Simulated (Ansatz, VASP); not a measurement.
# Two plane-wave programs on NaCl

```
CELL_PARAMETERS angstrom
3.50219 0.00000 0.00000
0.00000 3.50219 0.00000
0.00000 0.00000 3.50219
ATOMIC_POSITIONS crystal
Na 0.00000 0.00000 0.00000
Cl 0.50000 0.50000 0.50000
```

Measurements of this composition are mostly on another form, of space group No. 225.

Alike in both runs: task single point; functional PBE; k mesh 6 × 6 × 6; occupations gaussian, width 0.1 eV; no spin polarisation.

|  | VASP | Ansatz |
| --- | --- | --- |
| version | VASP 6.6.1 | Ansatz 0.2.0 |
| potentials or method | VASP PAW PBE potentials, release 64 (Na_pv, Cl) | scalar-relativistic, plane waves, PAW |
| plane-wave cutoff (eV) | 520 | 420 |
| valence electrons in the cell | 14 | 16 |

|  | VASP | Ansatz | Ansatz less VASP |
| --- | --- | --- | --- |
| gap on the k mesh at the Fermi level (eV) | 3.98 | 3.98 | 0.000 |
| least direct gap on the mesh (eV) | 4.47 | 4.47 | 0.000 |
| pressure (GPa) | 0.1 | 0.1 | +0.05 |

The functional is the same, so the differences come from potentials, cutoffs and numerics. The two sets of potentials don't hold the same shells in valence.

A k mesh can miss the band edges. As with any semilocal functional, this PBE gap is likely too small.
